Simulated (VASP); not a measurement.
# W: convergence, energy difference of two geometries

W, Fm-3m (no. 225), 1 atom in the cell. RevPBE, energy difference of two geometries; PAW potentials W_sv (PBE set). VASP 6.6.1.

Wanted: energy difference within 0.5 meV/atom.

What the run is for: energy difference; Accuracy asked: standard; Second geometry: cell strained by -1.0% along z.

The series start from Plane-wave cutoff (eV): 290; Smearing width (eV): 0.1; k-point mesh: 15 × 15 × 15; Precision mode (PREC): Accurate; Electronic threshold (eV): 1e-6; Aspherical gradient terms in the spheres (LASPH): yes; Electronic algorithm: ALGO=Normal. Each series keeps the choices made before it, and each single choice may use up half of a tolerance. Times cover all steps of a run.

## Plane-wave cutoff (eV)

| Plane-wave cutoff (eV) | Energy difference (meV/atom) | Time (s) |
|---|---|---|
| 180 | 2.71 | 6.8 |
| 220 | -1.03 | 6.6 |
| 260 | -1.44 | 8.0 |
| 290 | -1.35 | 7.9 |
| 340 | -1.34 | 17 |
| 390 | -1.43 | 16 |
| 470 | -1.44 | 20 |
| 590 (reference) | -1.45 | 22 |

## Smearing width (eV)

| Smearing width (eV) | Energy difference (meV/atom) | Time (s) |
|---|---|---|
| 0.4 | -1.58 | 7.2 |
| 0.3 | -1.67 | 7.5 |
| 0.2 | -1.80 | 7.5 |
| 0.15 | -1.72 | 7.3 |
| 0.1 | -1.44 | 8.0 |
| 0.05 (reference) | -1.39 | 7.5 |

## k-point mesh

| k-point mesh | Energy difference (meV/atom) | Time (s) |
|---|---|---|
| 5 × 5 × 5 | -4.34 | 2.4 |
| 6 × 6 × 6 | -4.67 | 2.6 |
| 8 × 8 × 8 | -2.03 | 3.4 |
| 10 × 10 × 10 | -0.77 | 4.3 |
| 13 × 13 × 13 | -1.99 | 6.6 |
| 15 × 15 × 15 | -1.44 | 8.0 |
| 18 × 18 × 18 | -1.64 | 11 |
| 22 × 22 × 22 (reference) | -1.33 | 18 |

## Precision mode (PREC)

| Precision mode (PREC) | Energy difference (meV/atom) | Time (s) |
|---|---|---|
| Low | -1.25 | 15 |
| SingleN | -1.52 | 13 |
| Normal | -1.32 | 14 |
| Accurate (reference) | -1.33 | 18 |

## Electronic threshold (eV)

| Electronic threshold (eV) | Energy difference (meV/atom) | Time (s) |
|---|---|---|
| 0.001 | -1.25 | 11 |
| 0.0001 | -1.25 | 13 |
| 1e-5 | -1.25 | 13 |
| 1e-6 | -1.25 | 15 |
| 1e-7 | -1.25 | 14 |
| 1e-8 (reference) | -1.25 | 15 |

## Aspherical gradient terms in the spheres (LASPH)

| Aspherical gradient terms in the spheres (LASPH) | Energy difference (meV/atom) | Time (s) |
|---|---|---|
| yes | -1.25 | 11 |
| no | -1.24 | 9.6 |

## Electronic algorithm

| Electronic algorithm | Energy difference (meV/atom) | Time (s) |
|---|---|---|
| ALGO=Normal | -1.25 | 11 |
| ALGO=Fast | -1.25 | 10 |
| ALGO=VeryFast | -1.25 | 14 |
| ALGO=All ISEARCH=1 | -1.25 | 14 |
| ALGO=All ISEARCH=0 | -1.25 | 14 |
| ALGO=Damped TIME=0.4 | -1.25 | 14 |
| ALGO=Damped TIME=0.1 | -1.30 | 19 |

## Question

The rows run from the loosest to the tightest (no order: aspherical gradient terms in the spheres, electronic algorithm). For each series: choose the loosest value from which every tighter one stays within half of the tolerance; where there is no order, keep the first row unless others stay within half of the tolerance and take at least 30 % less time, and then take the fastest.

## Answer

- Plane-wave cutoff (eV): 260
- Smearing width (eV): 0.1
- k-point mesh: 22 × 22 × 22, the tightest run, since the next looser one is off by more than half of the tolerance (convergence isn't shown beyond it)
- Precision mode (PREC): Low
- Electronic threshold (eV): 0.001
- Aspherical gradient terms in the spheres (LASPH): yes
- Electronic algorithm: ALGO=Normal

## All choices together

| Input | Energy difference (meV/atom) | Time (s) |
|---|---|---|
| the program's defaults (naive) | -2.79 | 1.5 |
| chosen settings | -1.25 | 11 |
| reference settings throughout | -1.03 | 89 |

The chosen settings stay within the tolerance of the reference run, but the reference itself isn't shown to be converged in: k-point mesh.

## The input

INCAR:
```
GGA = RE ; ISMEAR = 1
SIGMA = 0.1 ; LWAVE = False
LCHARG = False ; ISIF = 2
PREC = Low ; LASPH = True
LREAL = False ; ALGO = Normal
EDIFF = 0.001 ; NELM = 120
GGA_COMPAT = False ; ENCUT = 260
```

KPOINTS:
```
Automatic mesh
0
Gamma
  22 22 22
  0 0 0
```

POSCAR.step1:
```
W
1.0
    0.0000000000      2.0300000000      2.0300000000
    2.0300000000      0.0000000000      2.0300000000
    2.0300000000      2.0300000000      0.0000000000
W
1
Direct
    0.0000000000      0.0000000000      0.0000000000
```

POSCAR.step2:
```
W
1.0
    0.0000000000      2.0300000000      2.0097000000
    2.0300000000      0.0000000000      2.0097000000
    2.0300000000      2.0300000000      0.0000000000
W
1
Direct
    0.0000000000      0.0000000000      0.0000000000
```

Commands (each step's output is kept before the next begins):
```
cat potpaw_PBE.64/W_sv/POTCAR > POTCAR
cp POSCAR.step1 POSCAR
mpirun -np 1 vasp_std > vasp.out
cp POSCAR.step2 POSCAR
mpirun -np 1 vasp_std > vasp.out
```

The chosen input took VASP 6.6.1 11 s on 1 core (Intel Xeon 6975P-C (Granite Rapids)), a shared host.

## An input that fails: cutoff far too low

It runs to its end, but against the unchanged starting input it is off by 14.01 meV/atom in the energy difference.

Changes against the starting input:
```
(all steps)
- NELM = 120
- ENCUT = 290
+ NELM = 71
+ ENCUT = 120
```
